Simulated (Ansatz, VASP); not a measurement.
**AlN in VASP and in Ansatz**

File POSCAR:

```
AlN
1.0
    0.0000000000      2.1402983043      2.1402983043
    2.1402983043      0.0000000000      2.1402983043
    2.1402983043      2.1402983043      0.0000000000
Al N
1 1
Direct
    0.0000000000      0.0000000000      0.0000000000
    0.7500000000      0.7500000000      0.7500000000
```

File INCAR.step1:

```
SYSTEM = AlN
ALGO = Normal
EDIFF = 1E-4
ENCUT = 520
GGA = PE
ISMEAR = 0
LASPH = .TRUE.
LCHARG = .FALSE.
LREAL = .FALSE.
LWAVE = .TRUE.
NBANDS = 11
NELM = 60
PREC = Accurate
SIGMA = 0.02
```

Contents of INCAR.step2:

```
SYSTEM = AlN
ALGO = Normal
EDIFF = 1E-7
ENCUT = 520
ISIF = 2
ISMEAR = 0
ISTART = 1
LASPH = .TRUE.
LCHARG = .FALSE.
LMIXTAU = .TRUE.
LREAL = .FALSE.
LWAVE = .FALSE.
METAGGA = R2SCAN
NBANDS = 11
NELM = 60
PREC = Accurate
SIGMA = 0.02
```

File KPOINTS:

```
k-points
0
G
  10 10 10
  0 0 0
```

Input for Ansatz:

```yaml
crystal:
  lattice:
    - [0.0, 2.1402983017, 2.1402983017]
    - [2.1402983017, 0.0, 2.1402983017]
    - [2.1402983017, 2.1402983017, 0.0]
  atoms:
    - { symbol: Al, position: [0.0, 0.0, 0.0] }
    - { symbol: "N", position: [0.75, 0.75, 0.75] }
basis:
  ecutwfc: 500
kpoints:
  mp_grid: { grid: [10, 10, 10] }
hamiltonian:
  xc: r2scan
scf:
  occupations: { method: gaussian, width: 0.02 }
output:
  forces: true
  stress: true
  eigenvalues: true
  write_density: true
  write_potential: true
  elf: true
  volumetric_format: npy
```

Alike in both runs: task single point; functional r2SCAN; k mesh 10 × 10 × 10; occupations gaussian, width 0.02 eV; no spin polarisation.

|  | VASP | Ansatz |
| --- | --- | --- |
| version | VASP 6.6.1 | Ansatz 0.2.0 |
| potentials or method | VASP PAW PBE potentials, release 64 (Al, N) | scalar-relativistic, plane waves, PAW |
| plane-wave cutoff (eV) | 520 | 500 |
| valence electrons in the cell | 8 | 8 |

Ansatz gave:

- gap on the k mesh at the Fermi level (eV): 3.99
- least direct gap on the mesh (eV): 5.43
- pressure (GPa): 14.6

**Question.** Which values does VASP return?

**Answer.** gap on the k mesh at the Fermi level (eV): 3.98; least direct gap on the mesh (eV): 5.47; pressure (GPa): 14.3.

The functional is the same, so the differences come from potentials, cutoffs and numerics.

Caveats: the PAW data sets were made with another functional, which shifts forces and pressure a little (VASP). r2SCAN opens gaps a little over a GGA but as a rule still falls short of measured ones. A k mesh can miss the band edges.
